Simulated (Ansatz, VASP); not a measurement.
## CdTe in two plane-wave programs

Aim: how closely do two programs agree when they are given the same cell, functional and k mesh? The cell is taken from a series of VASP runs on this material, whose earlier steps may have relaxed, scaled or displaced it; both programs get it as it stands.

Calculated with Ansatz 0.2.0; plane waves, with VASP 6.6.1 beside it; band structure at HSE06.

### Step 1. The starting structure

It takes space group F-43m (No. 216, cubic). Conventional cell: a = 6.509 Å, b = 6.509 Å, c = 6.509 Å, α = 90.00°, β = 90.00°, γ = 90.00°. Nearest to Cd lie 4 Te at 2.82 Å. Te has 4 Cd at 2.82 Å nearest. Farther neighbours and most contacts between anions are not listed.

Structure file:

```xyz
2
Lattice="0.0000 3.2547 3.2547 3.2547 0.0000 3.2547 3.2547 3.2547 0.0000" Properties=species:S:1:pos:R:3 pbc="T T T"
Cd    0.0000    0.0000    0.0000
Te    1.6274    1.6274    1.6274
```

### Step 2. VASP: band structure, HSE06

The same path points are solved in both programs, so levels can be compared one by one.

Lines of VASP's logs that name or quote its potential files are left out, and so is its time.

The run reads the wave functions of an earlier VASP run, which isn't shown here.

File INCAR:

```
SYSTEM = CdTe
PREC = Accurate
ENCUT = 400
EDIFF = 1E-06
NELM = 100
ISMEAR = 0
SIGMA = 0.05
LREAL = .FALSE.
ALGO = Normal
LHFCALC = .TRUE.
AEXX = 0.25
GGA = PE
HFSCREEN = 0.2
LASPH = .TRUE.
NBANDS = 15
PRECFOCK = Fast
LORBIT = 11
LWAVE = .FALSE.
LCHARG = .FALSE.
KPAR = 2
```

File POSCAR:

```
CdTe
1.0
    0.0000000000      3.2547367159      3.2547367159
    3.2547367159      0.0000000000      3.2547367159
    3.2547367159      3.2547367159      0.0000000000
Cd Te
1 1
Direct
    0.0000000000      0.0000000000      0.0000000000
    0.2500000000      0.2500000000      0.2500000000
```

File KPOINTS:

```
Automatic mesh
0
Gamma
4 4 4
0 0 0
```

File KPOINTS_OPT:

```
Line mode
6
Line-mode
Reciprocal
  0.00000000   0.00000000   0.00000000 GAMMA
  0.50000000   0.00000000   0.50000000 X

  0.50000000   0.00000000   0.50000000 X
  0.50000000   0.25000000   0.75000000 W

  0.50000000   0.25000000   0.75000000 W
  0.37500000   0.37500000   0.75000000 K

  0.37500000   0.37500000   0.75000000 K
  0.00000000   0.00000000   0.00000000 GAMMA

  0.00000000   0.00000000   0.00000000 GAMMA
  0.50000000   0.50000000   0.50000000 L

  0.50000000   0.50000000   0.50000000 L
  0.62500000   0.25000000   0.62500000 U

  0.62500000   0.25000000   0.62500000 U
  0.50000000   0.25000000   0.75000000 W

  0.50000000   0.25000000   0.75000000 W
  0.50000000   0.50000000   0.50000000 L

  0.50000000   0.50000000   0.50000000 L
  0.37500000   0.37500000   0.75000000 K

  0.62500000   0.25000000   0.62500000 U
  0.50000000   0.00000000   0.50000000 X
```

The projector-augmented-wave data sets are Cd and Te (PBE family, release 64).

On the command line:

```console
> mpirun -np 2 vasp_std
```

Numbers of over 12 decimals in the logs are rounded to 6 here.

Log:

```text
[banner, memory and clock lines left out]
running    2 mpi-ranks, on    1 nodes
 distrk:  each k-point on    1 cores,    2 groups
 distr:  one band on    1 cores,    1 groups

 POSCAR found type information on POSCAR CdTe
 POSCAR found :  2 types and       2 ions
 LDA part: xc-table for (Slater+PW92), standard interpolation
 found WAVECAR, reading the header
 POSCAR, INCAR and KPOINTS ok, starting setup
 FFT: planning ... GRIDC
 FFT: planning ... GRID_SOFT
 FFT: planning ... GRID
 reading WAVECAR
 the WAVECAR file was read successfully
 initial charge from wavefunction
 entering main loop
       N       E                     dE             d eps       ncg     rms          rms(c)
DAV:   1    -0.599534478345E+01   -0.59953E+01   -0.11460E+00   240   0.813E+00    0.943E+00
DAV:   2    -0.600225036742E+01   -0.69056E-02   -0.51209E-02   275   0.258E+00    0.617E+00
DAV:   3    -0.600135116280E+01    0.89920E-03   -0.36318E-03   339   0.694E-01    0.379E+00
DAV:   4    -0.600107922993E+01    0.27193E-03   -0.31693E-04   275   0.174E-01    0.226E+00
DAV:   5    -0.600100615388E+01    0.73076E-04   -0.73275E-05   254   0.676E-02    0.136E+00
DAV:   6    -0.600099104364E+01    0.15110E-04   -0.17997E-05   268   0.337E-02    0.815E-01
DAV:   7    -0.600098776629E+01    0.32774E-05   -0.26352E-06   229   0.148E-02    0.489E-01
DAV:   8    -0.600098779510E+01   -0.28813E-07   -0.81829E-07   190   0.835E-03
   1 F= -.60009878E+01 E0= -.60009878E+01  d E =-.124486E-15
 Start KPOINTS_OPT (optional k-point list driver)
k-point batch [1-8\60]
       N       E                     dE             ncg
DAV:   1     0.187287165878E+03   -0.24286E+04      240
DAV:   2    -0.729007097294E+03   -0.91629E+03      268
DAV:   3    -0.774941439054E+03   -0.45934E+02      303
DAV:   4    -0.775650544189E+03   -0.70911E+00      388
DAV:   5    -0.775654964758E+03   -0.44206E-02      296
DAV:   6    -0.775654997713E+03   -0.32955E-04      353
DAV:   7    -0.775654998147E+03   -0.43344E-06      225
[...]
k-point batch [57-60\60]
       N       E                     dE             ncg
DAV:   1     0.208592003884E+04   -0.19937E+04      120
DAV:   2     0.164429684089E+04   -0.44162E+03      141
DAV:   3     0.162383512998E+04   -0.20462E+02      155
DAV:   4     0.162352052734E+04   -0.31460E+00      187
DAV:   5     0.162351864186E+04   -0.18855E-02      148
DAV:   6     0.162351863013E+04   -0.11731E-04      180
DAV:   7     0.162351862997E+04   -0.15675E-06      116
```

Parts of OUTCAR (step 2):

```text
ion  position               nearest neighbor table
   1  0.000  0.000  0.000-   2 2.82   2 2.82   2 2.82   2 2.82
   2  0.250  0.250  0.250-   1 2.82   1 2.82   1 2.82   1 2.82

  LATTYP: Found a face centered cubic cell.
 ALAT       =     6.5094734318

 Subroutine GETGRP returns: Found 24 space group operations
 (whereof 24 operations were pure point group operations)

The static configuration has the point symmetry T_d .

 Found      8 irreducible k-points:

   k-points           NKPTS =      8   k-points in BZ     NKDIM =     64   number of bands    NBANDS=     15

   dimension x,y,z NGX =    30 NGY =   30 NGZ =   30
   dimension x,y,z NGXF=    60 NGYF=   60 NGZF=   60

   ENCUT  =  400.0 eV  29.40 Ry    5.42 a.u.   7.51  7.51  7.51*2*pi/ulx,y,z

   NELECT =      18.0000    total number of electrons

 k-points in reciprocal lattice and weights: Automatic mesh
   0.00000000  0.00000000  0.00000000       0.016
   0.25000000  0.00000000  0.00000000       0.125
   0.50000000  0.00000000  0.00000000       0.062
   0.25000000  0.25000000  0.00000000       0.094
   0.50000000  0.25000000  0.00000000       0.375
  -0.25000000  0.25000000  0.00000000       0.188
   0.50000000  0.50000000  0.00000000       0.047
  -0.25000000  0.50000000  0.25000000       0.094

  exchange ACFDT corr.  =         0.00000000  see jH, gK, PRB 81, 115126

 average (electrostatic) potential at core
       1 -32.7262       2 -87.5396

 E-fermi :   1.9952

 k-point     1 :       0.0000    0.0000    0.0000
  band No.  band energies     occupation
    ...
      5      -7.5868      2.00000
      6      -7.5868      2.00000
      7       1.7214      2.00000
      8       1.7214      2.00000
      9       1.7214      2.00000
     10       3.2578      0.00000
     11       7.2172      0.00000
     12       7.2172      0.00000
     13       7.2172      0.00000
     14      10.2267      0.00000
    ...

 k-point     2 :       0.2500    0.0000    0.0000
  band No.  band energies     occupation
    ...
      5      -7.5874      2.00000
      6      -7.5874      2.00000
      7      -1.1020      2.00000
      8       1.2779      2.00000
      9       1.2779      2.00000
     10       4.5147      0.00000
     11       7.7892      0.00000
     12       7.7892      0.00000
     13       7.9697      0.00000
     14      10.9854      0.00000
    ...

 k-point     3 :       0.5000    0.0000    0.0000
  band No.  band energies     occupation
    ...
      5      -7.5791      2.00000
      6      -7.1480      2.00000
      7      -2.9412      2.00000
      8       0.9122      2.00000
      9       0.9122      2.00000
     10       4.3443      0.00000
     11       7.7965      0.00000
     12       7.7966      0.00000
     13       9.7109      0.00000
     14      11.4437      0.00000
    ...

  energy-cutoff  :      400.00
  volume of cell :       68.96
      direct lattice vectors                 reciprocal lattice vectors
     0.000000000  3.254736716  3.254736716    -0.153622257  0.153622257  0.153622257
     3.254736716  0.000000000  3.254736716     0.153622257 -0.153622257  0.153622257
     3.254736716  3.254736716  0.000000000     0.153622257  0.153622257 -0.153622257

 POSITION                                       TOTAL-FORCE (eV/Angst)
 -----------------------------------------------------------------------------------
      0.00000      0.00000      0.00000        -0.000000      0.000000     -0.000000
      1.62737      1.62737      1.62737         0.000000     -0.000000      0.000000
 -----------------------------------------------------------------------------------
    total drift:                               -0.000012     -0.000015     -0.000007

  FREE ENERGIE OF THE ION-ELECTRON SYSTEM (eV)
  ---------------------------------------------------
  free  energy   TOTEN  =        -6.0009877951 eV

  energy  without entropy=       -6.0009877951  energy(sigma->0) =       -6.00098780

 total charge
# of ion       s       p       d       tot
------------------------------------------
    1        0.434   0.307   9.572  10.314
    2        1.305   2.236   0.019   3.559
--------------------------------------------------
tot          1.739   2.543   9.591  13.873

[... 3 further parts left out ...]
```

The k-mesh is coarse for exact exchange; levels may shift by about 0.1 eV on a finer one. Spin-orbit coupling is off here; with elements this heavy it splits and shifts levels by tenths of an eV or more.

(Continued in part 2 of 2.)

[Lines on the potential files, build, host, timing and source positions are cut from VASP's logs without a mark.]

[Logs are printed without paths, hosts, clocks, repeated set-up lines and the standing remarks that a program may print on its own settings, such as how far it seeks lower states.]

[Hosts, paths, dates, database ids (printed as entryN), source tags and the programs' standing remarks are cut or masked in the printed files.]
